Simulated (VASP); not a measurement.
The system is InSe.

```
In Se
1.0
     2.00000    1.15470    8.44000
    -2.00000    1.15470    8.44000
     0.00000   -2.30940    8.44000
In Se
2 2
Cartesian
  0.0000 0.0000 0.0000
  0.0000 0.0000 2.8206
  0.0000 0.0000 15.6098
  0.0000 0.0000 20.9675
```

| Quantity | Value |
| --- | --- |
| Program | VASP 6.6.1 |
| Task | relaxation of cell and atoms |
| Functional | PBE |
| Potentials or basis | VASP PAW PBE potentials, release 64 (In, Se) |
| Cutoff | 300 eV |
| k mesh | 5 × 5 × 4 |
| Occupations | gaussian, width 0.03 eV |
| Spin | no spin polarisation |

At the start: pressure 3.3 GPa; volume 29.24 Å³/atom.

Problem. How do energy, volume and symmetry change on relaxing?

Solution. Over 22 steps the energy falls by 25.7 meV/atom and the volume is 33.08 Å³/atom (+13.1 %); space group R3m (No. 160, to 0.05 Å).

The path:
| step | energy change (eV) | largest force (eV/Å) | pressure (GPa) | volume (Å³) |
| --- | --- | --- | --- | --- |
| 1 | 0.0000 | 0.5414 | 3.33 | 116.95 |
| 2 | -0.0438 | 0.5353 | -1.56 | 127.53 |
| 3 | -0.0757 | 0.2012 | 0.14 | 123.13 |
| 4 | -0.0797 | 0.1586 | 0.09 | 123.76 |
| 5 | -0.0837 | 0.1213 | -0.05 | 125.33 |
| 6 | -0.0856 | 0.0723 | 0.00 | 125.42 |
| 7 | -0.0869 | 0.0309 | 0.09 | 125.54 |
| 8 | -0.0885 | 0.0288 | 0.08 | 125.80 |
| 9 | -0.0926 | 0.0265 | 0.07 | 126.56 |
| 10 | -0.0980 | 0.0374 | 0.07 | 128.05 |
| 11 | -0.1003 | 0.0818 | 0.14 | 130.98 |
| 12 | -0.1007 | 0.0694 | 0.12 | 130.18 |
| 13 | -0.1016 | 0.0844 | -0.17 | 131.77 |
| 14 | -0.1017 | 0.0717 | -0.11 | 131.41 |
| 15 | -0.1026 | 0.0445 | 0.05 | 131.71 |
| 16 | -0.1026 | 0.0447 | 0.06 | 131.71 |
| 17 | -0.1028 | 0.0187 | 0.04 | 132.16 |
| 18 | -0.1028 | 0.0192 | 0.04 | 132.16 |
| 19 | -0.1028 | 0.0130 | -0.07 | 132.52 |
| 20 | -0.1028 | 0.0125 | -0.01 | 132.31 |
| 21 | -0.1028 | 0.0117 | -0.01 | 132.33 |
| 22 | -0.1028 | 0.0051 | -0.01 | 132.32 |

Final structure:
```
In Se
1.0
     2.05030    1.18374    9.08638
    -2.05030    1.18374    9.08638
     0.00000   -2.36748    9.08638
In Se
2 2
Cartesian
  0.0000 0.0000 0.1083
  0.0000 0.0000 2.9266
  0.0000 0.0000 17.0010
  0.0000 0.0000 22.3794
```

Caveat: the k mesh is coarse (spacing up to 0.46 Å⁻¹), so the values aren't converged; the volume moved by +13 % from the deposited cell, more than functionals usually miss.
